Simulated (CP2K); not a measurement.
Crystal: ZrB2.

```
Zr B
1.0
     3.17000    0.00000    0.00000
    -1.58500    2.74530    0.00000
     0.00000    0.00000    3.53300
Zr B
1 2
Direct
  0.00000 0.00000 0.00000
  0.66667 0.33333 0.50000
  0.33333 0.66667 0.50000
```

Program: CP2K 2026.2. Alike in all runs: task band structure; no spin polarisation; cell as given; k mesh 10 × 10 × 8.

**Question.** Order these runs on this cell by their pressure, lowest first.
A. level PBEsol; potentials or basis POTENTIAL_UZH Zr GTH-PBE-q12, B GTH-PBE-q3; TZVP-MOLOPT-PBE-GTH basis; smearing fermi-dirac 0.05 eV; NGRIDS 5; points a segment of the path (NPOINTS) 6; bands added on the path 4; CUTOFF of the grids 450 Ry
B. level LDA; potentials or basis GTH_POTENTIALS Zr GTH-PADE-q12, B GTH-PADE-q3; TZVP-MOLOPT-PBE-GTH basis; smearing fermi-dirac 0.05 eV; NGRIDS 4; points a segment of the path (NPOINTS) 8; bands added on the path 6; CUTOFF of the grids 450 Ry
C. level r2SCAN; potentials or basis POTENTIAL_UZH Zr GTH-SCAN-q12, B GTH-SCAN-q3; TZVP-MOLOPT-SCAN-GTH basis; smearing fermi-dirac 0.01 eV; NGRIDS 4; points a segment of the path (NPOINTS) 10; bands added on the path 2; CUTOFF of the grids 700 Ry

**Answer.** B (-9.7 GPa), A (-1.5 GPa), C (1.7 GPa).

Caveats: the basis of atomic orbitals isn't converged, which shifts pressures, moduli and gaps; the potentials were made for another functional, which shifts forces and pressure (some runs).

Not every run made on this cell is shown here.
